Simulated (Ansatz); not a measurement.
# 1T-IrSTe monolayer in a perpendicular field

Wanted: the out-of-plane response of the 1T-IrSTe monolayer. A positive field points along +c.

Main program and level: Ansatz 0.2.0; plane-wave DFT, PBE-D3(BJ), Ansatz PAW.

## 1. Set-up

The cell holds 3 atoms: 1 Te, 1 Ir and 1 S. Its edges and angles: a = 3.581 Å, b = 3.581 Å, c = 36.582 Å, α = 90.0°, β = 90.0°, γ = 120.0°. Vacuum lies along c.

## 2. Relaxation

The starting cell is a guess, so the in-plane lattice and the atoms are relaxed first, with the slab cut off from its images along the normal.

Input file input.yaml:

```yaml
crystal:
  lattice:
    - [3.581057, 0.0, 0.0]
    - [-1.7905285, 3.1012863344, 0.0]
    - [0.0, 0.0, 36.58160865]
  atoms:
    - { symbol: Te, position: [0.6666666667, 0.3333333333, 0.4619807773] }
    - { symbol: Ir, position: [0.0, 0.0, 0.5081206246], spin: 1.0 }
    - { symbol: S, position: [0.3333333333, 0.6666666667, 0.5380192227] }
  periodic: [true, true, false]
magnetization:
  spin_polarized: true
kpoints:
  mp_grid: { grid: [12, 12, 1] }
hamiltonian:
  xc: pbe
  dispersion: d3bj
scf:
  occupations: { method: fermi_dirac, width: 0.05 }
  convergence: { dr2_threshold: 1.0e-09 }
relax:
  f_tol: 0.004
  max_steps: 90
  cell: {}
output:
  write_potential: true
  write_density: true
  volumetric_format: npy
```

Launch:

```
$ ansatz run input.yaml --threads 2 --pin off --max-ram 3072MiB --backend cpu --events-out ev --progress --plain --runs-dir out
```

Numbers of over 12 decimals in the logs are rounded to 6 here.

The program printed:

```text
Warning: relax.cell: scf.convergence.dr2_threshold = 1e-9 eV is looser than the 1.83632785657e-10 eV advised for a relaxation that steers and ends on the stress (1e-10 eV for each atom of the cell: 3, times the square of relax.cell.stress_2d_tol = 0.05 N/m over 12.8 Å (the atoms' height at the walk's start and 5 Å past either face), 3.912e-2 GPa, over a crystal's default 0.05). What an SCF threshold leaves in a stress goes as its square root, and in the free energy as the threshold itself, and one threshold admits the most on a small cell: [figures from the program's tests cut] Set scf.convergence.dr2_threshold to 1.83632785657e-10 eV or tighter. [rest of the remark cut]
Engine: ansatz 0.2.0, aarch64-unknown-linux-gnu
Pseudopotentials: kind: paw
Pseudopotential: Te, paw, valence charge 16, recommended cutoff 420 eV (normal), Te.paw.azcp
Pseudopotential: Ir, paw, valence charge 17, recommended cutoff 420 eV (normal), Ir.paw.azcp
Pseudopotential: S, paw, valence charge 6, recommended cutoff 420 eV (normal), S.paw.azcp
Functional definition: PBE
  parameter kappa = 0.804
  parameter beta = 0.066725
  exchange = pbe_x(kappa = kappa, mu = beta*pi^2/3)
  correlation = pbe_c(beta = beta)
Crystal: 3 atoms, lattice volume = 406.271 Å³
Basis set: ecut = 420 eV, 7797 PW (Γ), exchange–correlation on 48×48×500 points (8 copies of the dense FFT grid, shifted against one another)
Bands: 24, of which v1, the nominal top of the filled ones, is band 20 counted from 1 (19 counted from 0)
Symmetry: 6 space group operations
Space group: P3m1 (ITA 156), of the structure as read, at distance tolerance 7.4e-5 Å
Magnetic group: BNS 156.49 (UNI 1279), of the structure as read, at distance tolerance 7.4e-5 Å
k-points: 19 of 144 (time reversal used)
Non-local potential: Te, projectors of the file, l = 0: 2, l = 1: 2, l = 2: 2, l = 3: 2
Non-local potential: Ir, projectors of the file, l = 0: 3, l = 1: 2, l = 2: 2, l = 3: 1
Non-local potential: S, projectors of the file, l = 0: 2, l = 1: 2, l = 2: 2
PAW form: soft (Blöchl's): semilocal exchange-correlation on the pseudo side does not see the compensation charge
PAW one-centre angular grid: Te, 590 points (default); XC on 64 Gauss nodes
PAW one-centre angular grid: Ir, 590 points (default); XC on 64 Gauss nodes
PAW one-centre angular grid: S, 110 points (default); XC on 64 Gauss nodes
Initial density: superposition of atomic densities (neutral atoms: chi_scale 0, normalization atom)
Starting moments: Σ|m| = 1 μB on 1 of 3 sites
Initial wavefunctions: pseudopotential atomic-orbital guess
Functional: x = pbe(κ = 0.804, μ = 0.219515), c = pbe(β = 0.066725)
SCF iter   1: F=—  HF=-19818.095524 eV  |F-HF|=—  |Δ(HF+E_count)|=         —  Δρ=9.86e-3 (↑9.86e-3 ↓9.16e-3)  dr2=2.34e0  dr2_m=5.65e-2  M=0.643 μB ∫|m|=0.673 μB  β_m=0.30  ethr=3.10e-3  ⟨swp⟩=17.5  Hψ=8278  notcnv=0
Mixer restart at iter 1: flushing history
preconditioner: auto → LDOS  [metal: Δε(μ)=0.036 eV  Ē_g=8.735 eV  σ=0.050 eV  W_gap=0.17  n_scr=20 (ndim 8)  ℏωp=8.4 eV  f_vac=0.808  D(μ)=2.90/eV (n_scr^D=12)]
spin=Collinear: LDOS preconditioning applied to the charge; magnetization (m = ρ↑ − ρ↓) channel mixes plain (no charge-response kernel on spin).
SCF iter   2: F=—  HF=-19818.300562 eV  |F-HF|=—  |Δ(HF+E_count)|=   2.05e-1  Δρ=7.42e-3 (↑7.42e-3 ↓7.08e-3)  dr2=1.24e0  dr2_m=4.67e-2  M=0.526 μB ∫|m|=0.558 μB  β_m=0.63  ethr=3.10e-3  ⟨swp⟩=3.0  Hψ=1425  notcnv=0
SCF iter   3: F=—  HF=-19818.665812 eV  |F-HF|=—  |Δ(HF+E_count)|=   3.65e-1  Δρ=2.54e-3 (↑2.54e-3 ↓1.67e-3)  dr2=8.75e-2  dr2_m=1.17e-2  M=0.213 μB ∫|m|=0.239 μB  β_m=0.78  ethr=3.10e-3  ⟨swp⟩=4.5  Hψ=1910  notcnv=0  defer=1
SCF iter   4: F=—  HF=-19818.699629 eV  |F-HF|=—  |Δ(HF+E_count)|=         —  Δρ=1.29e-3 (↑1.13e-3 ↓1.29e-3)  dr2=2.34e-3  dr2_m=4.94e-3  M=0.041 μB ∫|m|=0.053 μB  β_m=0.78  ethr=2.24e-4  ⟨swp⟩=4.1  Hψ=2186  notcnv=0
SCF iter   5: F=—  HF=-19818.700289 eV  |F-HF|=—  |Δ(HF+E_count)|=   6.60e-4  Δρ=3.05e-4 (↑3.05e-4 ↓2.92e-4)  dr2=3.12e-4  dr2_m=2.42e-4  M=0.015 μB ∫|m|=0.019 μB  β_m=0.88  ethr=5.99e-6  ⟨swp⟩=3.6  Hψ=2236  notcnv=0
SCF iter   6: F=—  HF=-19818.700521 eV  |F-HF|=—  |Δ(HF+E_count)|=   2.32e-4  Δρ=1.04e-4 (↑7.69e-5 ↓1.04e-4)  dr2=8.96e-5  dr2_m=2.17e-5  M=0.005 μB ∫|m|=0.006 μB  β_m=0.85  ethr=8.00e-7  ⟨swp⟩=3.4  Hψ=2135  notcnv=0  defer=2
SCF iter   7: F=—  HF=-19818.700522 eV  |F-HF|=—  |Δ(HF+E_count)|=   1.46e-6  Δρ=4.12e-5 (↑4.12e-5 ↓3.47e-5)  dr2=9.47e-6  dr2_m=3.72e-6  M=0.002 μB ∫|m|=0.003 μB  β_m=0.84  ethr=2.30e-7  ⟨swp⟩=3.7  Hψ=2102  notcnv=0
SCF iter   8: F=—  HF=-19818.700527 eV  |F-HF|=—  |Δ(HF+E_count)|=   4.84e-6  Δρ=9.98e-6 (↑9.62e-6 ↓9.98e-6)  dr2=1.57e-6  dr2_m=1.62e-7  M=0.001 μB ∫|m|=0.001 μB  β_m=0.80  ethr=2.43e-8  ⟨swp⟩=3.2  Hψ=2066  notcnv=0  defer=1
SCF iter   9: F=—  HF=-19818.700527 eV  |F-HF|=—  |Δ(HF+E_count)|=   4.02e-7  Δρ=3.19e-6 (↑2.51e-6 ↓3.19e-6)  dr2=4.76e-8  dr2_m=2.51e-8  M=0.000 μB ∫|m|=0.000 μB  β_m=0.89  ethr=4.03e-9  ⟨swp⟩=3.7  Hψ=2161  notcnv=0
SCF iter  10: F=—  HF=-19818.700528 eV  |F-HF|=—  |Δ(HF+E_count)|=   1.59e-7  Δρ=1.25e-6 (↑9.59e-7 ↓1.25e-6)  dr2=5.93e-9  dr2_m=3.78e-9  M=0.000 μB ∫|m|=0.000 μB  β_m=0.93  ethr=1.22e-10  ⟨swp⟩=3.6  Hψ=2089  notcnv=0
SCF iter  11: F=—  HF=-19818.700528 eV  |F-HF|=—  |Δ(HF+E_count)|=   3.36e-8  Δρ=3.00e-7 (↑2.93e-7 ↓3.00e-7)  dr2=1.42e-9  dr2_m=2.14e-10  M=0.000 μB ∫|m|=0.000 μB  β_m=0.83  ethr=1.52e-11  ⟨swp⟩=3.2  Hψ=1981  notcnv=0
SCF iter  12: F=-19818.700528 eV  HF=-19818.700528 eV  |F-HF|=1.24e-9  |Δ(HF+E_count)|=   1.78e-9  Δρ=8.83e-8 (↑6.45e-8 ↓8.83e-8)  dr2=5.46e-11  dr2_m=1.36e-11  M=0.000 μB ∫|m|=0.000 μB  ethr=2.56e-12  ⟨swp⟩=8.7  Hψ=7076  notcnv=0
WARN: the starting moments were not kept: the SCF closed with an absolute magnetisation of 7.0e-6 μB, where they sum to 1 μB in size (1 site). That is at most 0.1 of that sum. Measured as dr2_m measures the in/out step, that magnetisation stands 5.6e-12 eV from none, at or under the dr2_threshold of 1.0e-9 eV: it is no larger than a step whose dr2_m would equal this threshold. The system may hold no moment; this SCF  [...]
SCF 1 converged in 12 iterations: F = -19818.700528 eV  dr2 = 5.46e-11
  greatest PAW one-centre occupation: 1.000 electrons in one spin orbital (limit 2), on the Ir atom at site 1 (counted from 0), in its partial waves of l = 0
relax step   1: F+E_penalty+E_count = -19818.70052758 eV  Δ(F+E_penalty+E_count) = +0.000e0 eV  max|allowed force component| = 6.577e-1 eV/Å  Δτ_max = 0.0000 Å  P = +1.673 N/m  Ω = 406.271 Å³  fix = [c, alpha, beta]  reactions: c +0.000 N/m  (12 SCF iters, accepted)
[...]
relax step   7: F+E_penalty+E_count = -19818.75382780 eV  Δ(F+E_penalty+E_count) = -9.485e-5 eV  max|allowed force component| = 9.222e-3 eV/Å  Δτ_max = 0.0039 Å  P = -0.007 N/m  Ω = 386.130 Å³  energy of the carried Pulay correction = +7.020e-4 eV  fix = [c, alpha, beta]  reactions: c -0.000 N/m  (8 SCF iters, accepted)
[...]
relax step   8: F+E_penalty+E_count = -19818.75382652 eV  Δ(F+E_penalty+E_count) = +1.273e-6 eV  max|allowed force component| = 4.165e-3 eV/Å  Δτ_max = 0.0009 Å  P = -0.002 N/m  Ω = 386.245 Å³  energy of the carried Pulay correction = +6.979e-4 eV  fix = [c, alpha, beta]  reactions: c -0.000 N/m  (7 SCF iters, accepted)
[...]
relax step   9: F+E_penalty+E_count = -19818.75382913 eV  Δ(F+E_penalty+E_count) = -2.607e-6 eV  max|allowed force component| = 5.839e-5 eV/Å  Δτ_max = 0.0003 Å  P = +0.000 N/m  Ω = 386.193 Å³  energy of the carried Pulay correction = +6.998e-4 eV  fix = [c, alpha, beta]  reactions: c +0.000 N/m  (6 SCF iters, accepted)
Initial wavefunctions: pseudopotential atomic-orbital guess (no wavefunctions were taken with the density)
iter 1 solved again at ethr=1.97e-7 eV; its pass at ethr=3.10e-3 eV (dr2=7.70e-5 eV) is discarded
SCF iter   1: F=—  HF=-19818.753093 eV  |F-HF|=—  |Δ(HF+E_count)|=         —  Δρ=2.06e-5 (↑2.06e-5 ↓2.06e-5)  dr2=2.70e-6  dr2_m=1.05e-11  M=-0.000 μB ∫|m|=0.000 μB  β_m=0.65  ethr=1.97e-7  ⟨swp⟩=5.9  Hψ=12108  notcnv=0
spin=Collinear: Resta preconditioning applied to the charge; magnetization (m = ρ↑ − ρ↓) channel mixes plain (no charge-response kernel on spin).
SCF iter   2: F=—  HF=-19818.753059 eV  |F-HF|=—  |Δ(HF+E_count)|=   3.47e-5  Δρ=9.83e-6 (↑9.83e-6 ↓9.81e-6)  dr2=5.60e-6  dr2_m=2.32e-12  M=-0.000 μB ∫|m|=0.000 μB  β_m=0.30  ethr=6.93e-9  ⟨swp⟩=3.1  Hψ=1968  notcnv=0
SCF iter   3: F=—  HF=-19818.753059 eV  |F-HF|=—  |Δ(HF+E_count)|=   1.61e-7  Δρ=8.95e-6 (↑8.95e-6 ↓8.93e-6)  dr2=8.22e-7  dr2_m=3.10e-12  M=-0.000 μB ∫|m|=0.000 μB  β_m=0.29  ethr=6.93e-9  ⟨swp⟩=3.2  Hψ=1510  notcnv=0
SCF iter   4: F=—  HF=-19818.753059 eV  |F-HF|=—  |Δ(HF+E_count)|=   2.86e-7  Δρ=5.92e-6 (↑5.92e-6 ↓5.91e-6)  dr2=1.50e-7  dr2_m=1.46e-12  M=-0.000 μB ∫|m|=0.000 μB  β_m=0.48  ethr=2.11e-9  ⟨swp⟩=1.8  Hψ=1164  notcnv=0
SCF iter   5: F=—  HF=-19818.753060 eV  |F-HF|=—  |Δ(HF+E_count)|=   5.35e-7  Δρ=2.20e-6 (↑2.20e-6 ↓2.19e-6)  dr2=7.73e-8  dr2_m=3.40e-13  M=-0.000 μB ∫|m|=0.000 μB  β_m=0.61  ethr=3.83e-10  ⟨swp⟩=3.5  Hψ=1980  notcnv=0
SCF iter   6: F=—  HF=-19818.753060 eV  |F-HF|=—  |Δ(HF+E_count)|=   1.17e-7  Δρ=5.46e-7 (↑5.46e-7 ↓5.46e-7)  dr2=4.76e-9  dr2_m=4.76e-14  M=-0.000 μB ∫|m|=0.000 μB  β_m=0.63  ethr=1.98e-10  ⟨swp⟩=2.7  Hψ=1547  notcnv=0
SCF iter   7: F=—  HF=-19818.753060 eV  |F-HF|=—  |Δ(HF+E_count)|=   1.08e-8  Δρ=8.00e-8 (↑8.00e-8 ↓8.00e-8)  dr2=3.31e-10  dr2_m=6.06e-15  M=-0.000 μB ∫|m|=0.000 μB  β_m=0.69  ethr=1.22e-11  ⟨swp⟩=3.7  Hψ=2110  notcnv=0
SCF iter   8: F=-19818.753060 eV  HF=-19818.753060 eV  |F-HF|=2.18e-11  |Δ(HF+E_count)|=  2.91e-10  Δρ=3.75e-8 (↑3.75e-8 ↓3.73e-8)  dr2=4.91e-11  dr2_m=8.42e-16  M=-0.000 μB ∫|m|=0.000 μB  ethr=1.00e-12  ⟨swp⟩=11.1  Hψ=7236  notcnv=0
the starting moments were not kept: the SCF closed with an absolute magnetisation of 2.1e-8 μB, where they sum to 1 μB in size (1 site). That is at most 0.1 of that sum. Measured as dr2_m measures the in/out step, that magnetisation stands 5.5e-17 eV from none, at or under the dr2_threshold of 1.0e-9 eV: it is no larger than a step whose dr2_m would equal this threshold.
SCF 10 converged in 8 iterations: F = -19818.753060 eV  dr2 = 4.91e-11
relax step  10: F+E_penalty+E_count = -19818.75305983 eV  Δ(F+E_penalty+E_count) = +7.693e-4 eV  max|allowed force component| = 3.392e-4 eV/Å  Δτ_max = 0.0000 Å  P = +0.004 N/m  Ω = 386.193 Å³  fix = [c, alpha, beta]  reactions: c +0.000 N/m  stress off target by 4.49e-3 N/m on what of the cell is left free  SCF on the basis re-selected at this cell (its energy is not comparable with the rows above)  (8 SCF iters)
basis re-selected at this cell: Δ(F+E_penalty+E_count) = +7.693e-4 eV, ΔP = +0.004 N/m vs the last step (what re-selecting the basis moved, of the pressure what is left beyond the Pulay correction that the steps carried, after the strain that the cell walked since its last selection, with what the two solves' SCF thresholds leave and, on support functions, any second-order correction that the steps lacked; it is no m [...]
WARN: The input density's exchange-correlation potential varies sharply where the density is thin. Do not read a vacuum level from v_tot or v_xc, or from such a field of the output density. On a cell that repeats whose density bears no net charge and no dipole along the vacuum's axis use v_es (v_loc + v_h of the components); under efield.dipole_correction with no amplitude use v_es + v_field, which holds any external [...]
SCF converged after 8 iterations
Magnetization: -0.0000 μB (19.5000 up, 19.5000 down)
Absolute magnetization: 0.0000 μB (∫|ρ↑−ρ↓|, with the PAW one-centre terms)
Spin contamination: 0.0000 ħ² per cell (⟨S²⟩ above its minimum at these occupations)
Per-site moments (μB) at R_I (Å): [(-3.4208302621087998e-9, 1.145744), (5.207579367376495e-9, 0.953061), (-3.3122356613759494e-9, 0.953061)]
Free energy (F): -19818.753060 eV
Harris-Foulkes:  -19818.753060 eV  (|F-HF|=2.18e-11)
Internal energy: -19818.747627 eV  (E = F + TS)
E sigma→0 (E₀):  -19818.750343 eV
Entropy (-TS):   -0.005433 eV (-1.811 meV/atom)
Fermi energy:    -4.668927 eV
--- Per-component energies (eV) ---
  E_band       = -1146.784231
  E_kinetic    = 912.437496
  E_local      = -103252.153032  (includes V_loc(G=0)·N_el)
  E_nonlocal   = -208.140740
  E_hartree    = 51255.073834
  E_xc         = -489.094509
  E_vxc        = -491.274191  (∫ρ·V_xc dr)
  E_paw        = -14486.721161  (= ΣΔE_a)
  E_vpaw       = -617.802310  (= ΣTr[D̂ρ^β])
  E_aug_tail   = -0.000123  (compensation charges beyond the density's cutoff)
  E_ewald      = 46450.843380
  E_disp       = -0.992771  (pairwise vdW)
  E_smearing   = -0.005433  (= −TS)
  E_closure    = -0.000000  (closes the sum)
  Σ components = -19818.753060   (vs F -19818.753060, Δ=0.00e0)
--- Forces (eV/Å), atoms counted from 1 ---
  atom   1  Te     0.00000000    -0.00000000    -0.00010048
  atom   2  Ir     0.00000000    -0.00000000    -0.00023769
  atom   3  S      0.00000000    -0.00000000     0.00033970
  max |Σ_I F_I| component: 1.53e-6 eV/Å
--- 2D stress c σ (N/m, compression-positive) ---
        0.004493       0.000000       0.000000
       -0.000000       0.004493      -0.000000
        0.000000      -0.000000       0.000000
  P = ½ c Tr σ = 0.0045 N/m
--- Band table (eV; the first three rows and the last of 38) ---
  k-point 0 ↑: bands = [... 16 lower, -7.3374, -5.0945, -4.0684, -4.0684, -1.5006, -1.5006, -1.3310, -0.2846]
  k-point 1 ↑: bands = [... 16 lower, -7.3864, -5.3982, -4.1102, -4.0645, -2.1308, -1.6747, -1.1506, -0.1067]
  k-point 2 ↑: bands = [... 16 lower, -7.4736, -5.9562, -4.3675, -4.1472, -2.9790, -1.9960, -0.7242, 0.2783]
  k-point 18 ↓: bands = [... 16 lower, -8.3774, -6.4281, -5.9367, -5.5612, -3.8735, -2.2787, -0.6453, 1.9448]
  the weakly bound empty levels are not read free of the cell's end (no_gap_told)
--- Relaxed structure (9 steps of the walk, 9 accepted, 1 SCFs on fresh bases) ---
  F+E_penalty+E_count = -19818.75305983 eV   max|allowed force component| = 3.392e-4 eV/Å   (the final SCF, on the basis selected at the relaxed cell)
  cell:  # Å, volume = 386.1925 Å³
    - [3.491445, 0, 0]
    - [-1.745723, 3.023680, 0]
    - [0, 0, 36.58160865]
  atoms:
    - { symbol: Te, position: [0.666667, 0.333333, 0.457595] }
    - { symbol: Ir, position: [2.6128309331535123e-18, 7.465231237581463e-19, 0.509831] }
    - { symbol: S, position: [0.333333, 0.666667, 0.540695] }
```

It took 2.9 min on 2 threads of Arm Neoverse V2, shared host; peak memory 0.75 GiB; 5.8 min of CPU time.

The steps of the relaxation:

| step | energy less that of the first step (eV) | largest force component (eV/Å) | volume (Å³) |
| --- | --- | --- | --- |
| 1 | 0.0000 | 0.6577 | 406.27 |
| 2 | -0.0053 | 0.4711 | 408.81 |
| 3 | -0.0368 | 0.1801 | 403.18 |
| 4 | -0.0435 | 0.2153 | 398.01 |
| 5 | -0.0523 | 0.1065 | 385.90 |
| 6 | -0.0532 | 0.0338 | 386.09 |
| 7 | -0.0533 | 0.0092 | 386.13 |
| 8 | -0.0533 | 0.0042 | 386.25 |
| 9 | -0.0533 | 0.0001 | 386.19 |
| 10* | -0.0525 | 0.0003 | 386.19 |

Relaxation steps marked * repeat the geometry before them on a plane-wave basis chosen anew for their cell, so energy and pressure can jump there.

Forces are held to the 6 operations that the run works with; a distortion that breaks them can't arise in this run.

| cell as run | before | after | change |
| --- | --- | --- | --- |
| a (Å) | 3.581 | 3.491 | -2.5 % |
| b (Å) | 3.581 | 3.491 | -2.5 % |

The atoms that moved most (Å, along periodic axes as changes of fractional coordinates times the final cell, across vacuum about the mean position):

| atom | dx | dy | dz | length |
| --- | --- | --- | --- | --- |
| Te1 | 0.000 | 0.000 | -0.160 | 0.160 |
| S3 | 0.000 | 0.000 | 0.098 | 0.098 |
| Ir2 | 0.000 | 0.000 | 0.063 | 0.063 |

The relaxed structure:

```cif
data_structure
_symmetry_space_group_name_H-M 'P 1'
_symmetry_Int_Tables_number 1
_cell_length_a 3.4914
_cell_length_b 3.4914
_cell_length_c 36.5816
_cell_angle_alpha 90.000
_cell_angle_beta 90.000
_cell_angle_gamma 120.000
_cell_volume 386.19
loop_
_atom_site_label
_atom_site_type_symbol
_atom_site_fract_x
_atom_site_fract_y
_atom_site_fract_z
_atom_site_occupancy
Te1 Te 0.66667 0.33333 0.45759 1
Ir2 Ir 0.00000 0.00000 0.50983 1
S3 S 0.33333 0.66667 0.54070 1
```

Numbers from this step:

| Property | Result |
| --- | --- |
| energy at zero smearing | -19818.7503 eV |

The lattice constant a goes from 3.581 to 3.491 Å.

(Continued in part 2 of 2.)

[Logs are printed without paths, hosts, clocks, repeated set-up lines and the standing remarks that a program may print on its own settings, such as how far it seeks lower states.]

[Hosts, paths, dates, database ids (printed as entryN), source tags and the programs' standing remarks are cut or masked in the printed files.]

[Maps of the electrostatic potential energy from Ansatz leave out the sawtooth potential of an applied field or a dipole correction, so their vacuum need not be flat; planar profiles and work functions include it.]
